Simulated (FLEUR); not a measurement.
# InPd (Pm-3m) in FLEUR: further runs

One crystal, InPd, is run at these levels: PBEsol, LDA; tasks: band structure.

All numbers are computed with FLEUR MaX-R8.1 (later development tree); they aren't measurements. Logs are shortened: lines on timing, memory, paths and dates and some standing lists are left out, and cuts for length are marked.

### 1 The structure

It takes space group Pm-3m (No. 221, cubic). The conventional cell has a = 3.216 Å, b = 3.216 Å, c = 3.216 Å, α = 90.00°, β = 90.00°, γ = 90.00°. In (site symmetry m-3m) is surrounded by 8 Pd at 2.79 Å. Pd (site symmetry m-3m) has 8 In at 2.79 Å as nearest neighbours.

The cell comes from a database or a generator and needn't be the stable form of this composition.

### 2 Band structure, PBEsol

inp.xml reads:

```xml
<?xml version="1.0" encoding="UTF-8" standalone="no"?>
<fleurInput fleurInputVersion="0.39">
   <comment>
      InPd                                                                                                
   </comment>
   <calculationSetup>
      <cutoffs Kmax="4.54" Gmax="14.1" GmaxXC="14.1" numbands="0"/>
      <scfLoop itmax="60" minDistance="0.00001" maxIterBroyd="15" imix="Anderson" alpha="0.05" precondParam="0.0" spinf="2.0" sdNocoIR="T"/>
      <coreElectrons ctail="T" frcor="F" kcrel="0" coretail_lmax="0"/>
      <xcFunctional name="PBEs" relativisticCorrections="F"/>
      <magnetism jspins="1"/>
      <soc l_soc="F" theta="0.0" phi="0.0" spav="F"/>
      <expertModes spex="0" secvar="F"/>
      <geometryOptimization l_f="F" forcealpha="1.0" forcemix="BFGS" epsdisp="0.00001" epsforce="0.00001"/>
      <ldaU l_linMix="F" mixParam="0.05" spinf="1.0"/>
   </calculationSetup>
   <cell>
      <bzIntegration valenceElectrons="39.0" mode="hist" fermiSmearingEnergy="0.00183747">
         <kPointListSelection listName="default-1"/>
         <!-- k-points included here -->
         <xi:include xmlns:xi="http://www.w3.org/2001/XInclude" href="kpts.xml"> </xi:include>
      </bzIntegration>
      <!-- symmetry operations included here -->
      <xi:include xmlns:xi="http://www.w3.org/2001/XInclude" href="sym.xml"> </xi:include>
      <bulkLattice scale="1.0">
         <bravaisMatrix>
            <row-1>    6.0781498601717336     0.0000000000000000     0.0000000000000000</row-1>
[... 34 lines left out ...]
         <lo type="SCLO" l="1" n="4" eDeriv="0"/>
         <lo type="SCLO" l="1" n="4" eDeriv="1"/>
         <lo type="SCLO" l="2" n="4" eDeriv="2"/>
         <lo type="SCLO" l="3" n="4" eDeriv="2"/>
      </species>
   </atomSpecies>
   <atomGroups>
      <atomGroup species="Indium (In)">
         <relPos label="                   1">.0000000000 .0000000000 .0000000000</relPos>
         <force calculate="T" relaxXYZ="TTT"/>
      </atomGroup>
      <atomGroup species="Palladium (Pd)">
         <relPos label="                   2">1.000/2.000 1.000/2.000 1.000/2.000</relPos>
         <force calculate="T" relaxXYZ="TTT"/>
      </atomGroup>
   </atomGroups>
   <output dos="F" band="F" slice="F">
      <checks vchk="F" cdinf="F"/>
      <bandDOS minEnergy="-.5*Htr" maxEnergy="0.5*Htr" sigma="0.015" storeEVData="T"/>
      <vacuumDOS vacdos="F" integ="F" star="F" nstars="0" locx1="0.0" locy1="0.0" locx2="0.0" locy2="0.0" nstm="0" tworkf="0.0"/>
      <unfoldingBand unfoldBand="F" supercellX="1" supercellY="1" supercellZ="1"/>
      <plotting iplot="0" polar="F">
         <plot TwoD="T" vec1="  1.0  0.0  0.0" vec2="  0.0  1.0  0.0" vec3="  0.0  0.0  1.0" zero="  0.0  0.0  0.0" file="plot"/>
      </plotting>
      <chargeDensitySlicing numkpt="0" minEigenval="0.0" maxEigenval="0.0" nnne="0" pallst="F"/>
      <specialOutput eonly="F"/>
      <moessbauerParams electricFieldGradient="T" isomerShift="T" coreHyperfine="T" valenceHyperfine="T"/>
      <magneticCircularDichroism mcd="F" energyLo="-10.0" energyUp="0.0"/>
   </output>
  <!-- We include the file relax.xml here to enable relaxations (see documentation) -->
  <xi:include xmlns:xi="http://www.w3.org/2001/XInclude" href="relax.xml"> <xi:fallback/> </xi:include>
</fleurInput>
```

crystal.txt reads:

```
InPd
&input cartesian=F /
3.2164183905  0.0000000000  0.0000000000
0.0000000000  3.2164183905  0.0000000000
0.0000000000  0.0000000000  3.2164183905
1.8897261246
1.0 1.0 1.0

2
49 0.0000000000  0.0000000000  0.0000000000
46 0.5000000000  0.5000000000  0.5000000000

&kpt div1=8 div2=8 div3=8 gamma=T /
```

inp.xml (bands) reads:

```
<?xml version="1.0" encoding="UTF-8" standalone="no"?>
<fleurInput fleurInputVersion="0.39">
   <comment>
      InPd                                                                                                
   </comment>
   <calculationSetup>
      <cutoffs Kmax="4.54" Gmax="14.1" GmaxXC="14.1" numbands="0"/>
      <scfLoop itmax="60" minDistance="0.00001" maxIterBroyd="15" imix="Anderson" alpha="0.05" precondParam="0.0" spinf="2.0" sdNocoIR="T"/>
      <coreElectrons ctail="T" frcor="F" kcrel="0" coretail_lmax="0"/>
      <xcFunctional name="PBEs" relativisticCorrections="F"/>
      <magnetism jspins="1"/>
      <soc l_soc="F" theta="0.0" phi="0.0" spav="F"/>
      <expertModes spex="0" secvar="F"/>
      <geometryOptimization l_f="F" forcealpha="1.0" forcemix="BFGS" epsdisp="0.00001" epsforce="0.00001"/>
      <ldaU l_linMix="F" mixParam="0.05" spinf="1.0"/>
   </calculationSetup>
   <cell>
      <bzIntegration valenceElectrons="39.0" mode="hist" fermiSmearingEnergy="0.00183747">
         <kPointListSelection listName="path-1"/>
         <!-- k-points included here -->
         <xi:include xmlns:xi="http://www.w3.org/2001/XInclude" href="kpts.xml"> </xi:include>
      </bzIntegration>
      <!-- symmetry operations included here -->
      <xi:include xmlns:xi="http://www.w3.org/2001/XInclude" href="sym.xml"> </xi:include>
      <bulkLattice scale="1.0">
         <bravaisMatrix>
[... 33 lines left out ...]
         <energyParameters s="5" p="5" d="4" f="4"/>
         <lo type="SCLO" l="0" n="4" eDeriv="0"/>
         <lo type="SCLO" l="1" n="4" eDeriv="0"/>
         <lo type="SCLO" l="1" n="4" eDeriv="1"/>
         <lo type="SCLO" l="2" n="4" eDeriv="2"/>
         <lo type="SCLO" l="3" n="4" eDeriv="2"/>
      </species>
   </atomSpecies>
   <atomGroups>
      <atomGroup species="Indium (In)">
         <relPos label="                   1">.0000000000 .0000000000 .0000000000</relPos>
         <force calculate="T" relaxXYZ="TTT"/>
      </atomGroup>
      <atomGroup species="Palladium (Pd)">
         <relPos label="                   2">1.000/2.000 1.000/2.000 1.000/2.000</relPos>
         <force calculate="T" relaxXYZ="TTT"/>
      </atomGroup>
   </atomGroups>
   <output dos="F" band="T" slice="F">
      <checks vchk="F" cdinf="F"/>
      <bandDOS minEnergy="-.5*Htr" maxEnergy="0.5*Htr" sigma="0.015" storeEVData="T"/>
      <vacuumDOS vacdos="F" integ="F" star="F" nstars="0" locx1="0.0" locy1="0.0" locx2="0.0" locy2="0.0" nstm="0" tworkf="0.0"/>
      <unfoldingBand unfoldBand="F" supercellX="1" supercellY="1" supercellZ="1"/>
      <plotting iplot="0" polar="F">
         <plot TwoD="T" vec1="  1.0  0.0  0.0" vec2="  0.0  1.0  0.0" vec3="  0.0  0.0  1.0" zero="  0.0  0.0  0.0" file="plot"/>
      </plotting>
      <chargeDensitySlicing numkpt="0" minEigenval="0.0" maxEigenval="0.0" nnne="0" pallst="F"/>
      <specialOutput eonly="F"/>
      <moessbauerParams electricFieldGradient="T" isomerShift="T" coreHyperfine="T" valenceHyperfine="T"/>
      <magneticCircularDichroism mcd="F" energyLo="-10.0" energyUp="0.0"/>
   </output>
  <!-- We include the file relax.xml here to enable relaxations (see documentation) -->
  <xi:include xmlns:xi="http://www.w3.org/2001/XInclude" href="relax.xml"> <xi:fallback/> </xi:include>
</fleurInput>
```

Potentials or basis: all-electron, FLAPW.

Command:

```sh
$ inpgen -f crystal.txt -profile fastHighL
$ # inp.xml edited to the form shown
$ fleur_MPI
$ fleur_MPI   # second run, on inp.xml (bands)
```

Log:

```text
Welcome to FLEUR        (www.flapw.de)
      MaX-Release 8.1          (www.max-centre.eu)

 ========== k-point set info ==========
 Selected k-point list: default-1
 k-point list type: mesh
 8 x 8 x 8
 Number of k points: 35

 ------------Calculation Setup---------------------------
 Number of MPI-tasks      :            1
 Number of PE/node        :            1
 Number of OMP-threads    :            1
 Most efficient MPI parallelization for:
           1           5           7          35
 Additional eigenvalue parallelization possible
 Number of basis functions:          438
 Approximate size of matrices (H+S) per k-point:         0.003 GB
 --------------------------------------------------------
 Iteration:     1   Distance:       7.97324800 me/bohr^3
 Iteration:     2   Distance:       7.11330672 me/bohr^3
 Iteration:     3   Distance:       3.53269133 me/bohr^3
 Iteration:     4   Distance:       1.88753670 me/bohr^3
 Iteration:     5   Distance:       0.69543556 me/bohr^3
 Iteration:     6   Distance:       0.30548767 me/bohr^3
 Iteration:     7   Distance:       0.06704872 me/bohr^3
 Iteration:     8   Distance:       0.06452093 me/bohr^3
 Iteration:     9   Distance:       0.00934101 me/bohr^3
 Iteration:    10   Distance:       0.00947246 me/bohr^3
 Iteration:    11   Distance:       0.00094184 me/bohr^3
 Iteration:    12   Distance:       0.00137710 me/bohr^3
 Iteration:    13   Distance:       0.00025496 me/bohr^3
 Iteration:    14   Distance:       0.00000775 me/bohr^3

 ********************************************************************
 Run finished successfully
 Stop message:
   all done
 ********************************************************************
```

output (bands):

```text
Welcome to FLEUR        (www.flapw.de)
      MaX-Release 8.1          (www.max-centre.eu)

 ========== k-point set info ==========
 Selected k-point list: path-1
 k-point list type: path
 Number of k points: 60

 ------------Calculation Setup---------------------------
 Number of MPI-tasks      :            1
 Number of PE/node        :            1
 Number of OMP-threads    :            1
 Most efficient MPI parallelization for:
           1           2           3           4           5           6          10          12          15          20          30          60
 Additional eigenvalue parallelization possible
 Number of basis functions:          438
 Approximate size of matrices (H+S) per k-point:         0.003 GB
 --------------------------------------------------------
 Fermi energy correction for metals:
 Fermi energy in bands.* files may not be consistent with last density.
 Please correct it manually (e.g. in band.gnu file).

 Note: Band structure data (together with different weights) is also stored in the banddos.hdf file.
       A convenient way of extracting and plotting the data from that file is by making use of the

 ********************************************************************
 Run finished successfully
 Stop message:
   Charge density postprocessing done.
 ********************************************************************
```

out.xml (last iteration):

```text
<iteration numberForCurrentRun="   14" overallNumber="   14">
         <energyParameters units="Htr">
            <atomicEP atomType="1" spin="1" branch="5s" branchLowest="-3.77" branchHighest="2.11" value="0.1245027394"/>
            <atomicEP atomType="1" spin="1" branch="5p" branchLowest="-2.22" branchHighest="2.96" value="0.2773136007"/>
            <atomicEP atomType="1" spin="1" branch="4d" branchLowest="-15.28" branchHighest="0.09" value="-0.0724667117"/>
            <atomicEP atomType="1" spin="1" branch="4f" branchLowest="-9.99" branchHighest="2.55" value="0.5899295626"/>
            <loAtomicEP atomType="1" spin="1" branch="4s" branchLowest="-28.32" branchHighest="-3.77" value="-3.7801020734"/>
            <loAtomicEP atomType="1" spin="1" branch="4p" branchLowest="-23.21" branchHighest="-2.22" value="-2.2631717991"/>
            <loAtomicEP atomType="1" spin="1" branch="4p" branchLowest="-23.21" branchHighest="-2.22" value="-2.2631717991"/>
            <loAtomicEP atomType="1" spin="1" branch="4d" branchLowest="-15.28" branchHighest="0.09" value="-0.0826465308"/>
            <loAtomicEP atomType="1" spin="1" branch="4f" branchLowest="-9.99" branchHighest="2.55" value="0.5899313292"/>
            <atomicEP atomType="2" spin="1" branch="5s" branchLowest="-2.64" branchHighest="2.01" value="0.3108143124"/>
            <atomicEP atomType="2" spin="1" branch="5p" branchLowest="-1.36" branchHighest="2.72" value="0.4448318301"/>
            <atomicEP atomType="2" spin="1" branch="4d" branchLowest="-11.48" branchHighest="0.56" value="0.3429572666"/>
            <atomicEP atomType="2" spin="1" branch="4f" branchLowest="-9.99" branchHighest="2.52" value="0.7408446106"/>
            <loAtomicEP atomType="2" spin="1" branch="4s" branchLowest="-22.86" branchHighest="-2.64" value="-2.6477087873"/>
            <loAtomicEP atomType="2" spin="1" branch="4p" branchLowest="-18.46" branchHighest="-1.36" value="-1.3947020682"/>
            <loAtomicEP atomType="2" spin="1" branch="4p" branchLowest="-18.46" branchHighest="-1.36" value="-1.3947020682"/>
            <loAtomicEP atomType="2" spin="1" branch="4d" branchLowest="-11.48" branchHighest="0.56" value="0.3379015381"/>
            <loAtomicEP atomType="2" spin="1" branch="4f" branchLowest="-9.99" branchHighest="2.52" value="0.7408467313"/>
         </energyParameters>
         <eigenvalues>
            <eigenvaluesAt spin="1" ikpt="1" k_x="0.00000000" k_y="0.00000000" k_z="0.00000000">
                      -3.7800648324       -2.6478096081       -2.2555762895       -2.2555762895       -2.2555762895
                      -1.3897130408       -1.3897130408       -1.3897130408       -0.0910097929       -0.0910097929
                      -0.0733796582       -0.0733796582       -0.0733796582        0.0735537411        0.3114332832
                       0.3114332832        0.3732186178        0.3732186178        0.3732186178        0.6174291339
                       0.6174291339        0.6174291339        0.8312819146        0.8632223714        0.8632223714
                       1.0487527656        1.0487527656        1.0487527656        1.2562095666        1.2562095666
            </eigenvaluesAt>
            <eigenvaluesAt spin="1" ikpt="2" k_x="0.00000000" k_y="0.00000000" k_z="0.12500000">
                      -3.7800633196       -2.6477992749       -2.2556125084       -2.2555730128       -2.2555730128
                      -1.3899317826       -1.3896982614       -1.3896982614       -0.0906093236       -0.0888201399
                      -0.0740357898       -0.0740357898       -0.0731611033        0.0831033699        0.3113568156
                       0.3128407033        0.3658988836        0.3658988836        0.3726992004        0.5623905557
[... 56 lines left out ...]
         </allElectronCharges>
         <moessbauerParams unitsHFF="kG" unitsIS="e/bohr^3" unitsEFG="Htr/bohr^2">
            <coreIsomerShift atomType="1" isTotal="176714.43185">
               <shell n="1" l="0" isomerShift="154759.36350"/>
               <shell n="2" l="0" isomerShift="17993.15997"/>
               <shell n="2" l="1" isomerShift="413.73493"/>
               <shell n="3" l="0" isomerShift="3462.37997"/>
               <shell n="3" l="1" isomerShift="85.79347"/>
               <shell n="3" l="2" isomerShift="0.00001"/>
            </coreIsomerShift>
            <coreIsomerShift atomType="2" isTotal="134099.25238">
               <shell n="1" l="0" isomerShift="117893.67090"/>
               <shell n="2" l="0" isomerShift="13385.00110"/>
               <shell n="2" l="1" isomerShift="266.55623"/>
               <shell n="3" l="0" isomerShift="2500.77421"/>
               <shell n="3" l="1" isomerShift="53.24994"/>
               <shell n="3" l="2" isomerShift="0.00001"/>
            </coreIsomerShift>
            <isomerShift atomType="1" nucleusRadius="0.0001148" averageDensity="177440.21652"/>
            <isomerShift atomType="2" nucleusRadius="0.0001119" averageDensity="134582.12604"/>
            <electricFieldGradient atomType="1" VXX="0.00000" VYY="0.00000" VZZ="0.00000" asymParam="0.00000">
            </electricFieldGradient>
            <electricFieldGradient atomType="2" VXX="0.00000" VYY="0.00000" VZZ="0.00000" asymParam="0.00000">
            </electricFieldGradient>
         </moessbauerParams>
         <totalEnergy                                    value="   -10925.2534220249" units="Htr">
            <sumOfEigenvalues                            value="    -6536.4448621826">
               <coreElectrons value="-6505.1243450396"/>
               <valenceElectrons value="-31.3205171429"/>
            </sumOfEigenvalues>
            <densityCoulombPotentialIntegral value="-17589.2079593842"/>
            <densityEffectivePotentialIntegral value="-17982.4884363631"/>
            <chargeDenXCDenIntegral value="-299.1920139888"/>
            <FockExchangeEnergyValence value="0.0000000000"/>
            <FockExchangeEnergyCore value="0.0000000000"/>
            <atomTypeDependentContributions atomType="1">
               <electronNucleiInteractionDifferentMTs value="7114.6418347083"/>
               <MadelungTerm value="-36.5089849299"/>
            </atomTypeDependentContributions>
            <atomTypeDependentContributions atomType="2">
               <electronNucleiInteractionDifferentMTs value="6103.8352474961"/>
               <MadelungTerm value="-22.5149353902"/>
            </atomTypeDependentContributions>
            <tkbTimesEntropy value="0.0003612520"/>
            <freeEnergy value="-10925.2537832769"/>
            <extrapolationTo0K value="-10925.2536026509"/>
         </totalEnergy>
         <densityConvergence units="me/bohr^3">
            <chargeDensity spin="1" distance="0.0000077504"/>
         </densityConvergence>
      </iteration>
```

It took 45 s on 1 thread of Arm Neoverse V2, shared host; peak memory 0.08 GiB.

Results:

| Quantity | Value |
| --- | --- |
| Free energy | -297291.3005 eV |
| Band gap along the path | none (metal or under the smearing width) |
| Valence electrons inside the program's atomic spheres | In 18.33; Pd 16.67 (radii In 2.16, Pd 2.4 bohr) |

Levels at the corners of the path, in eV from the Fermi level:
| point | band 17 | band 18 | band 19 | band 20 | band 21 | band 22 |
| --- | --- | --- | --- | --- | --- | --- |
| Γ | -2.29 | -2.29 | -2.29 | 4.35 | 4.35 | 4.35 |
| X | -3.38 | -3.38 | -2.39 | -1.05 | 10.08 | 10.08 |
| M | -2.73 | -2.46 | -2.46 | -1.67 | 1.81 | 2.72 |
| Γ | -2.29 | -2.29 | -2.29 | 4.35 | 4.35 | 4.35 |
| R | -1.62 | -1.62 | 0.19 | 3.93 | 3.93 | 3.93 |
| X | -3.38 | -3.38 | -2.39 | -1.05 | 10.08 | 10.08 |
| M | -2.73 | -2.46 | -2.46 | -1.67 | 1.81 | 2.72 |
| R | -1.62 | -1.62 | 0.19 | 3.93 | 3.93 | 3.93 |

Core levels (eV from the Fermi level):
```
atom                                                                                                                             levels
1 In  1s1/2 -27718.2, 2s1/2 -4145.9, 2p1/2 -3866.5, 2p3/2 -3655.8, 3s1/2 -783.2, 3p1/2 -670.4, 3p3/2 -632.4, 3d3/2 -432.8, 3d5/2 -425.0
2 Pd  1s1/2 -24138.5, 2s1/2 -3523.3, 2p1/2 -3268.6, 2p3/2 -3109.3, 3s1/2 -634.6, 3p1/2 -534.0, 3p3/2 -506.3, 3d3/2 -328.1, 3d5/2 -322.6
```

Caveat: spin-orbit coupling is left out, which moves the levels of the heavy elements.

(Continued in part 2 of 3.)
